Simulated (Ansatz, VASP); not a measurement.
## One calculation of BP, two programs

```
CELL_PARAMETERS angstrom
0.00000 2.23228 2.23228
2.23228 0.00000 2.23228
2.23228 2.23228 0.00000
ATOMIC_POSITIONS crystal
B 0.00000 0.00000 0.00000
P 0.50000 0.50000 0.50000
```

Alike in both runs: task relaxation of cell and atoms; functional PBE; k mesh 16 × 16 × 16; occupations fermi-dirac, width 0.05 eV; no spin polarisation.

|  | VASP | Ansatz |
| --- | --- | --- |
| version | VASP 6.6.1 | Ansatz 0.2.0 |
| potentials or method | VASP PAW PBE potentials, release 64 (B, P) | PAW with Ansatz's default frozen-core files, scalar-relativistic |
| plane-wave cutoff (eV) | 600 | 420 |
| valence electrons in the cell | 8 | 8 |

Ansatz gave:

```
relaxed volume (Å³/atom)                                     : 10.07
relaxed cell length with the largest relative difference (Å) : 3.054
energy change over the relaxation (meV/atom)                 : -47
```

Problem. Estimate VASP's values.

Solution. Relaxed volume (Å³/atom): 10.06; relaxed cell length with the largest relative difference (Å): 3.053; energy change over the relaxation (meV/atom): -48.
